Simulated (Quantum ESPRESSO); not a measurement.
# PbS (Galena) (Fm-3m) in Quantum ESPRESSO: settings compared, part 4 of 4

Quantum ESPRESSO 7.5.

### Step 5. Phonons, PBE

pw.in

```
&CONTROL
  calculation = 'scf'
  prefix = 'pwscf'
  outdir = './tmp'
  pseudo_dir = './pseudo'
  tprnfor = .true.
  tstress = .true.
  disk_io = 'low'
/
&SYSTEM
  ibrav = 0
  nat = 2
  ntyp = 2
  ecutwfc = 56
  nbnd = 16
  occupations = 'smearing'
  smearing = 'fd'
  degauss = 0.00367493
/
&ELECTRONS
  conv_thr = 4d-10
  electron_maxstep = 120
  mixing_beta = 0.5
/
ATOMIC_SPECIES
Pb   207.2000 Pb.upf
S     32.0600 S.upf
CELL_PARAMETERS angstrom
   0.0000000000    2.9657500000    2.9657500000
   2.9657500000    0.0000000000    2.9657500000
   2.9657500000    2.9657500000    0.0000000000
ATOMIC_POSITIONS crystal
Pb     0.0000000000    0.0000000000    0.0000000000
S      0.5000000000    0.5000000000    0.5000000000
K_POINTS automatic
6 6 6 1 1 1
```

relax.in

```
&CONTROL
  calculation = 'vc-relax'
  prefix = 'pwscf'
  outdir = './tmp'
  pseudo_dir = './pseudo'
  tprnfor = .true.
  tstress = .true.
  disk_io = 'low'
  nstep = 40
  forc_conv_thr = 0.0001
  etot_conv_thr = 1d-06
/
&SYSTEM
  ibrav = 0
  nat = 2
  ntyp = 2
  ecutwfc = 56
  nbnd = 16
  occupations = 'smearing'
  smearing = 'fd'
  degauss = 0.00367493
/
&ELECTRONS
  conv_thr = 4d-10
  electron_maxstep = 120
  mixing_beta = 0.5
/
&IONS
  ion_dynamics = 'bfgs'
/
&CELL
  cell_dynamics = 'bfgs'
  press = 0
  press_conv_thr = 0.2
/
ATOMIC_SPECIES
Pb   207.2000 Pb.upf
S     32.0600 S.upf
CELL_PARAMETERS angstrom
   0.0000000000    2.9657500000    2.9657500000
   2.9657500000    0.0000000000    2.9657500000
   2.9657500000    2.9657500000    0.0000000000
ATOMIC_POSITIONS crystal
Pb     0.0000000000    0.0000000000    0.0000000000
S      0.5000000000    0.5000000000    0.5000000000
K_POINTS automatic
6 6 6 1 1 1
```

gamma.in

```
&CONTROL
  calculation = 'bands'
  prefix = 'pwscf'
  outdir = './tmp'
  pseudo_dir = './pseudo'
  disk_io = 'low'
  verbosity = 'high'
/
&SYSTEM
  ibrav = 0
  nat = 2
  ntyp = 2
  ecutwfc = 56
  nbnd = 16
  occupations = 'smearing'
  smearing = 'fd'
  degauss = 0.00367493
/
&ELECTRONS
  conv_thr = 1d-08
  electron_maxstep = 120
  mixing_beta = 0.5
  diago_full_acc = .true.
  startingwfc = 'random'
/
ATOMIC_SPECIES
Pb   207.2000 Pb.upf
S     32.0600 S.upf
CELL_PARAMETERS angstrom
   0.0000000000    3.0045442061    3.0045442061
   3.0045442061    0.0000000000    3.0045442061
   3.0045442061    3.0045442061    0.0000000000
ATOMIC_POSITIONS crystal
Pb     0.0000000000    0.0000000000    0.0000000000
S      0.5000000000    0.5000000000    0.5000000000
K_POINTS crystal
1
0.0 0.0 0.0 1
```

scf2.in

```
&CONTROL
  calculation = 'scf'
  prefix = 'pwscf'
  outdir = './tmp'
  pseudo_dir = './pseudo'
  tprnfor = .true.
  tstress = .true.
  disk_io = 'low'
/
&SYSTEM
  ibrav = 0
  nat = 2
  ntyp = 2
  ecutwfc = 56
  nbnd = 16
  occupations = 'fixed'
/
&ELECTRONS
  conv_thr = 1d-13
  electron_maxstep = 120
  mixing_beta = 0.5
  startingpot = 'file'
/
ATOMIC_SPECIES
Pb   207.2000 Pb.upf
S     32.0600 S.upf
CELL_PARAMETERS angstrom
   0.0000000000    3.0045442061    3.0045442061
   3.0045442061    0.0000000000    3.0045442061
   3.0045442061    3.0045442061    0.0000000000
ATOMIC_POSITIONS crystal
Pb     0.0000000000    0.0000000000    0.0000000000
S      0.5000000000    0.5000000000    0.5000000000
K_POINTS automatic
6 6 6 1 1 1
```

ph.in

```
phonons of PbS
&INPUTPH
  prefix = 'pwscf'
  outdir = './tmp'
  tr2_ph = 1d-18
  fildyn = 'dyn'
  niter_ph = 90
  alpha_mix(1) = 0.7
  epsil = .true.
/
0.0000000000 0.0000000000 0.0000000000
```

dynmat.in

```
&INPUT
  fildyn = 'dyn'
  asr = 'crystal'
  lperm = .true.
  filout = 'dynmat.disp'
  fileig = 'dynmat.eig'
/
```

dynmat_lo.in

```
&INPUT
  fildyn = 'dyn'
  asr = 'crystal'
  filout = 'dynmat_lo.disp'
  fileig = 'dynmat_lo.eig'
  q(1) = 0
  q(2) = 0
  q(3) = 1
/
```

Potentials or basis: PseudoDojo 0.4.1 SR PBE standard.

Run with:

```sh
$ OMP_NUM_THREADS=1 mpirun -n 4 pw.x -nk 4 -in pw.in > pw.out
$ OMP_NUM_THREADS=1 mpirun -n 4 pw.x -nk 4 -in relax.in > relax.out
$ OMP_NUM_THREADS=1 mpirun -n 4 pw.x -in gamma.in > gamma.out
$ OMP_NUM_THREADS=1 mpirun -n 4 pw.x -nk 4 -in scf2.in > scf2.out
$ OMP_NUM_THREADS=1 mpirun -n 4 ph.x -nk 4 -in ph.in > ph.out
$ OMP_NUM_THREADS=1 mpirun -n 1 dynmat.x -in dynmat.in > dynmat.out
$ OMP_NUM_THREADS=1 mpirun -n 1 dynmat.x -in dynmat_lo.in > dynmat_lo.out
```

pw.out:

```text
This program is part of the open-source Quantum ESPRESSO suite
     for quantum simulation of materials; please cite
[... 6 lines left out ...]
     using ibrav=0 with symmetry is DISCOURAGED, use correct ibrav instead

     K-points division:     npool     =       4
     Subspace diagonalization in iterative solution of the eigenvalue problem:
     a serial algorithm will be used

     G-vector sticks info
     --------------------
     sticks:   dense  smooth     PW     G-vecs:    dense   smooth      PW
     Sum         955     955    301                19891    19891    3383

     Using Slab Decomposition

     bravais-lattice index     =            0
     lattice parameter (alat)  =       7.9259  a.u.
     unit-cell volume          =     352.0710 (a.u.)^3
     number of atoms/cell      =            2
     number of atomic types    =            2
[... 252 lines left out ...]
     5.3498   5.4271  12.6283  14.0213  14.1122  14.3417  19.9624  20.4872

          k =-0.5303 0.1768-0.0589 (  2486 PWs)   bands (ev):

    -8.1865  -8.1099  -8.0768  -8.0552  -8.0478  -3.4708   0.8385   4.8308
     5.2752   6.4808  12.0259  12.9324  13.1635  14.8427  19.4118  19.8824

          k =-0.4125 0.0589 0.0589 (  2487 PWs)   bands (ev):
[... 51 lines left out ...]
    -8.1374  -8.1044  -8.0898  -8.0640  -8.0534  -3.5153   0.0936   5.5196
     6.6001   7.6216  10.1815  11.2276  12.3921  16.9271  18.0993  18.2755

     the Fermi energy is     8.9290 ev

!    total energy              =    -162.91784264 Ry
     estimated scf accuracy    <          1.1E-10 Ry
     smearing contrib. (-TS)   =      -0.00000004 Ry
     internal energy E=F+TS    =    -162.91784259 Ry

     The total energy is F=E-TS. E is the sum of the following terms:
     one-electron contribution =     -35.82580063 Ry
     hartree contribution      =      30.48104798 Ry
     xc contribution           =     -46.34344585 Ry
     ewald contribution        =    -111.22964409 Ry

     convergence has been achieved in  10 iterations

     Forces acting on atoms (cartesian axes, Ry/au):

     atom    1 type  1   force =    -0.00000000   -0.00000000    0.00000000
     atom    2 type  2   force =     0.00000000    0.00000000   -0.00000000

     Total force =     0.000000     Total SCF correction =     0.000000

     Computing stress (Cartesian axis) and pressure

          total   stress  (Ry/bohr**3)                   (kbar)     P=       22.43
   0.00015250  -0.00000000  -0.00000000           22.43       -0.00       -0.00
  -0.00000000   0.00015250  -0.00000000           -0.00       22.43       -0.00
  -0.00000000  -0.00000000   0.00015250           -0.00       -0.00       22.43

=------------------------------------------------------------------------------=
   JOB DONE.
=------------------------------------------------------------------------------=
```

relax.out:

```text
This program is part of the open-source Quantum ESPRESSO suite
     for quantum simulation of materials; please cite
[... 6 lines left out ...]
     using ibrav=0 with symmetry is DISCOURAGED, use correct ibrav instead

     K-points division:     npool     =       4
[... 1737 lines left out ...]
   0.00000004  -0.00000000  -0.00000000            0.01       -0.00       -0.00
  -0.00000000   0.00000004   0.00000000           -0.00        0.01        0.00
  -0.00000000   0.00000000   0.00000004           -0.00        0.00        0.01

=------------------------------------------------------------------------------=
   JOB DONE.
=------------------------------------------------------------------------------=
```

It took 2.8 min on 4 MPI ranks of Intel Xeon Platinum 8259CL at 2.50GHz (Skylake/Cascade Lake), shared host; peak memory 0.36 GiB.

Results:

* Free energy: -2216.6243 eV
* Relaxed volume: 27.12 Å³/atom
* Relaxed cell: a = 4.249 Å, b = 4.249 Å, c = 4.249 Å, α = 60.00°, β = 60.00°, γ = 60.00°
* Space group after relaxing (to 0.05 Å): Fm-3m (No. 225)
* Pressure after relaxing: 0.0 GPa
* Electronic dielectric tensor (diagonal): 14.91
* Born charges (mean of the diagonal): Pb +4.43; S -4.41 e
* Highest phonon frequency at Γ, LO-TO splitting left out: 50 cm⁻¹
* Static dielectric tensor (diagonal): 265.29

Step by step:
```csv
step,energy change (eV),largest force (eV/Å),pressure (GPa),volume (Å³)
1,0.0000,0.0000,2.24,52.17
2,-0.0071,0.0000,1.55,52.77
3,-0.0120,0.0000,0.82,53.43
4,-0.0140,0.0000,0.04,54.21
5,-0.0140,0.0000,0.00,54.25
```

Final structure:
```xyz
2
Lattice="0.0000 3.0045 3.0045 3.0045 0.0000 3.0045 3.0045 3.0045 0.0000" Properties=species:S:1:pos:R:3 pbc="T T T"
Pb    0.0000    0.0000    0.0000
S     3.0045    3.0045    3.0045
```

Levels at points of the mesh, in eV from the valence-band top:
| k point | band 7 | band 8 | band 9 | band 10 | band 11 | band 12 | band 13 | band 14 |
| --- | --- | --- | --- | --- | --- | --- | --- | --- |
| (0.08, 0.08, 0.08) | -5.98 | -1.64 | -1.64 | -1.52 | 4.79 | 5.04 | 5.04 | 7.10 |

Phonon frequencies in cm⁻¹ (negative: imaginary):
```csv
q point,frequencies
"(0.000, 0.000, 0.000)",-2 -2 -2 50 50 50
```

Electronic dielectric tensor:
```
14.91  0.00  0.00
 0.00 14.91  0.00
 0.00  0.00 14.91
```

Born effective charge tensors (e):
atom 1, Pb
```
4.43 0.00 0.00
0.00 4.43 0.00
0.00 0.00 4.43
```
atom 2, S
```
-4.41  0.00  0.00
 0.00 -4.41  0.00
 0.00  0.00 -4.41
```

Optical modes at Γ, degenerate ones joined, polar ones without the macroscopic field:
```tsv
cm⁻¹	components	symmetry	active in	IR intensity, summed ((D/Å)²/amu)
50	3	T1u	IR	48.67
```

Zone-centre frequencies without and with the macroscopic field along z (cm⁻¹):
|  | optical modes in rising order |
| --- | --- |
| without | 50 50 50 |
| with the field | 50 50 213 |

Static dielectric tensor, electrons and zone-centre modes:
```
265.29   0.00   0.00
  0.00 265.29   0.00
  0.00   0.00 265.29
```

Spin-orbit coupling is left out, which matters for the levels of Pb.

### Step 6. The runs side by side

| level | potentials or basis | cell | k mesh | form of the LDA correlation | pressure (GPa) |
| --- | --- | --- | --- | --- | --- |
| PBE | PseudoDojo 0.4.1 SR PBE standard | relaxed to 10 GPa | 4 × 4 × 4, shifted | - | 10.0 |
| PBE | PseudoDojo 0.4.1 SR PBE standard | relaxed to 15 GPa | 4 × 4 × 4, shifted | - | 15.0 |
| LDA | PseudoDojo 0.4.1 SR LDA standard | relaxed | 6 × 6 × 6, shifted | PW92 | 0.0 |
| PBE | PseudoDojo 0.4.1 SR PBE standard | relaxed | 6 × 6 × 6, shifted | - | 0.0 |

Alike in all rows: task phonons; no spin polarisation; cutoff (eV) 762; smearing fermi-dirac 0.05 eV.

Caveats: the cell is more than 3 GPa from zero pressure, which shifts response properties (some runs).

Absolute energies hang on the potentials; compare differences alone.

### Step 7. How close it comes

Step 4. Measured high-frequency dielectric constant of PbS: 17.2 (300 K; a printed reference work, monograph). This calculation gives 18.62 (+8.3 %).

Step 5. Against the measured high-frequency dielectric constant of PbS, 17.2 (300 K; a printed reference work, monograph), the calculated 14.91 is off by -13.3 %.
